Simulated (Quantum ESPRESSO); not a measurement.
# BN (Fmm2) in Quantum ESPRESSO: single point with PBEsol

Aim: the single point of BN with PBEsol.

Everything below comes from runs of Quantum ESPRESSO 7.5. Logs are shortened: lines on timing, memory, paths and dates and some standing lists are left out, and cuts for length are marked.

### 1 The crystal as given

It takes space group Fmm2 (No. 42, orthorhombic). Conventional cell: a = 2.503 Å, b = 6.991 Å, c = 4.332 Å, α = 90.00°, β = 90.00°, γ = 90.00°. N (site symmetry mm2) is surrounded by 3 B at 1.44 Å. Around B (site symmetry mm2) lie 3 N at 1.44 Å.

Measurements of this composition are mostly on another form, of space group No. 194.

### 2 Single point, PBEsol

scf.in reads:

```
&CONTROL
  calculation = 'scf'
  prefix = 'pwscf'
  outdir = './tmp'
  pseudo_dir = './pseudo'
/
&SYSTEM
  ibrav = 0
  nat = 2
  ntyp = 2
  ecutwfc = 84
  nbnd = 9
  occupations = 'smearing'
  smearing = 'fd'
  degauss = 0.00367493
  force_symmorphic = .true.
/
&ELECTRONS
  conv_thr = 4d-10
  electron_maxstep = 120
  mixing_beta = 0.5
/
ATOMIC_SPECIES
N     14.0070 N.upf
B     10.8100 B.upf
CELL_PARAMETERS angstrom
   0.0000000000    3.4953158300    2.1660912400
   1.2516321000    0.0000000000    2.1660912400
   1.2516321000    3.4953158300    0.0000000000
ATOMIC_POSITIONS crystal
N      0.6666513400    0.6666513400    0.3333486600
B      0.0000486500    0.0000486500    0.9999513500
K_POINTS automatic
12 12 12 0 0 0
```

nscf.in reads:

```
&CONTROL
  calculation = 'nscf'
  prefix = 'pwscf'
  outdir = './tmp'
  pseudo_dir = './pseudo'
/
&SYSTEM
  ibrav = 0
  nat = 2
  ntyp = 2
  ecutwfc = 84
  nbnd = 304
  occupations = 'fixed'
  force_symmorphic = .true.
/
&ELECTRONS
  conv_thr = 1d-08
  diago_full_acc = .true.
  diago_thr_init = 1d-06
/
ATOMIC_SPECIES
N     14.0070 N.upf
B     10.8100 B.upf
CELL_PARAMETERS angstrom
   0.0000000000    3.4953158300    2.1660912400
   1.2516321000    0.0000000000    2.1660912400
   1.2516321000    3.4953158300    0.0000000000
ATOMIC_POSITIONS crystal
N      0.6666513400    0.6666513400    0.3333486600
B      0.0000486500    0.0000486500    0.9999513500
K_POINTS automatic
6 6 6 0 0 0
```

Potentials or basis: PseudoDojo 0.4.1 SR PBEsol standard.

Run with:

```console
OMP_NUM_THREADS=1 pw.x -in scf.in > scf.out
OMP_NUM_THREADS=1 pw.x -in nscf.in > nscf.out
```

scf.out:

```text
This program is part of the open-source Quantum ESPRESSO suite
     for quantum simulation of materials; please cite
[... 9 lines left out ...]
     --------------------
     sticks:   dense  smooth     PW     G-vecs:    dense   smooth      PW
     Sum         871     871    291                13301    13301    2579

     Using Slab Decomposition

     bravais-lattice index     =            0
     lattice parameter (alat)  =       7.7707  a.u.
     unit-cell volume          =     127.8988 (a.u.)^3
     number of atoms/cell      =            2
     number of atomic types    =            2
     number of electrons       =         8.00
     number of Kohn-Sham states=            9
     kinetic-energy cutoff     =      84.0000  Ry
     charge density cutoff     =     336.0000  Ry
     scf convergence threshold =      4.0E-10
     mixing beta               =       0.5000
     number of iterations used =            8  plain     mixing
     Exchange-correlation= PBESOL
                           (   1   4  10   8   0   0   0)

     celldm(1)=   7.770701  celldm(2)=   0.000000  celldm(3)=   0.000000
     celldm(4)=   0.000000  celldm(5)=   0.000000  celldm(6)=   0.000000

     crystal axes: (cart. coord. in units of alat)
               a(1) = (   0.000000   0.850012   0.526763 )
               a(2) = (   0.304379   0.000000   0.526763 )
               a(3) = (   0.304379   0.850012   0.000000 )

     reciprocal axes: (cart. coord. in units 2 pi/alat)
               b(1) = ( -1.642686  0.588227  0.949193 )
               b(2) = (  1.642686 -0.588227  0.949193 )
               b(3) = (  1.642686  0.588227 -0.949193 )

     PseudoPot. # 1 for N  read from file:
     N.upf
     Pseudo is Norm-conserving + core correction, Zval =  5.0
     Generated using ONCVPSP code by D. R. Hamann
     Using radial grid of 1058 points,  4 beta functions with:
                l(1) =   0
                l(2) =   0
                l(3) =   1
                l(4) =   1

     PseudoPot. # 2 for B  read from file:
     B.upf
     Pseudo is Norm-conserving + core correction, Zval =  3.0
     Generated using ONCVPSP code by D. R. Hamann
     Using radial grid of 1534 points,  4 beta functions with:
                l(1) =   0
                l(2) =   0
                l(3) =   1
                l(4) =   1

     atomic species   valence    mass     pseudopotential
     N                 5.00    14.00700     N ( 1.00)
     B                 3.00    10.81000     B ( 1.00)

      4 Sym. Ops. (no inversion) found

   Cartesian axes

     site n.     atom                  positions (alat units)
         1        N      tau(   1) = (   0.3043795   0.8500121   0.7023348  )
         2        B      tau(   2) = (   0.3043795   0.8500121   0.0000513  )

     number of k points=   280  Fermi-Dirac smearing, width (Ry)=  0.0037

     Number of k-points >= 100: set verbosity='high' to print them.

     Dense  grid:    13301 G-vectors     FFT dimensions: (  45,  27,  45)

     Initial potential from superposition of free atoms

     starting charge       7.9997, renormalised to       8.0000
     Starting wfcs are    8 randomized atomic wfcs +    1 random wfcs

     Self-consistent Calculation

     iteration #  1     ecut=    84.00 Ry     beta= 0.50
     Davidson diagonalization with overlap
     ethr =  1.00E-02,  avg # of iterations =  5.1

     total energy              =     -26.66346401 Ry
     estimated scf accuracy    <       0.36996057 Ry

     iteration #  2     ecut=    84.00 Ry     beta= 0.50
     Davidson diagonalization with overlap
     ethr =  4.62E-03,  avg # of iterations =  1.5

     total energy              =     -26.73499960 Ry
     estimated scf accuracy    <       0.03611177 Ry

     iteration #  3     ecut=    84.00 Ry     beta= 0.50
     Davidson diagonalization with overlap
     ethr =  4.51E-04,  avg # of iterations =  2.3

     total energy              =     -26.73906358 Ry
     estimated scf accuracy    <       0.00407191 Ry

     iteration #  4     ecut=    84.00 Ry     beta= 0.50
     Davidson diagonalization with overlap
     ethr =  5.09E-05,  avg # of iterations =  3.5

     total energy              =     -26.73945082 Ry
     estimated scf accuracy    <       0.00014933 Ry

     iteration #  5     ecut=    84.00 Ry     beta= 0.50
     Davidson diagonalization with overlap
     ethr =  1.87E-06,  avg # of iterations =  4.1

     total energy              =     -26.73947911 Ry
     estimated scf accuracy    <       0.00001309 Ry

     iteration #  6     ecut=    84.00 Ry     beta= 0.50
     Davidson diagonalization with overlap
     ethr =  1.64E-07,  avg # of iterations =  1.3

     total energy              =     -26.73948080 Ry
     estimated scf accuracy    <       0.00000007 Ry

     iteration #  7     ecut=    84.00 Ry     beta= 0.50
     Davidson diagonalization with overlap
     ethr =  8.56E-10,  avg # of iterations =  3.5

     total energy              =     -26.73948086 Ry
     estimated scf accuracy    <       0.00000007 Ry

     iteration #  8     ecut=    84.00 Ry     beta= 0.50
     Davidson diagonalization with overlap
     ethr =  8.56E-10,  avg # of iterations =  1.3

     End of self-consistent calculation

     Number of k-points >= 100: set verbosity='high' to print the bands.

     the Fermi energy is     5.7871 ev

!    total energy              =     -26.73948088 Ry
     estimated scf accuracy    <          3.8E-10 Ry
     smearing contrib. (-TS)   =      -0.00000000 Ry
     internal energy E=F+TS    =     -26.73948088 Ry

     The total energy is F=E-TS. E is the sum of the following terms:
     one-electron contribution =      -9.89941739 Ry
     hartree contribution      =       8.95927838 Ry
     xc contribution           =      -8.57980154 Ry
     ewald contribution        =     -17.21954033 Ry

     convergence has been achieved in   8 iterations

=------------------------------------------------------------------------------=
   JOB DONE.
=------------------------------------------------------------------------------=
```

Wall time 6.4 min (1 thread of AMD EPYC 7R43 (Zen 3), shared host); peak memory 0.11 GiB.

Results:

| Quantity | Value |
| --- | --- |
| Band gap on the k mesh, mean-field level | 3.76 eV, indirect (least direct gap 4.51 eV) |

Caveat: the k mesh is coarse (spacing up to 0.51 Å⁻¹), so the values aren't converged.
